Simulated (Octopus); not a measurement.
An input for Octopus 16.4 (GaP):

The input inp:

```
CalculationMode = gs
UnitsOutput = eV_Angstrom
PeriodicDimensions = 3
ExperimentalFeatures = yes
PseudopotentialSet = sg15
%LatticeParameters
 1*angstrom | 1*angstrom | 1*angstrom
%
%LatticeVectors
 0 | 2.72525 | 2.72525
 2.72525 | 0 | 2.72525
 2.72525 | 2.72525 | 0
%
%ReducedCoordinates
 "Ga" | 0 | 0 | 0
 "P" | 0.75 | 0.75 | 0.75
%
%Spacing
 0.15416342*angstrom | 0.15416342*angstrom | 0.15416342*angstrom
%
DerivativesOrder = 8
%KPointsGrid
 4 | 4 | 4
%
KPointsUseSymmetries = yes
XCFunctional = mgga_xc_hle17
SmearingFunction = methfessel_paxton
Smearing = 0.02*eV
ExtraStates = 6
Eigensolver = davidson
ConvRelDens = 1e-6
MaximumIter = 50
```

Potentials or basis: sg15 (PBE).

Launch:

```bash
$ OMP_NUM_THREADS=1 octopus > out.log
```

Task: What does the program do with it?

Result: The run stopped without a result. It printed:

out.log:

```text
Parser error: symbol 'davidson' used before being defined.
```
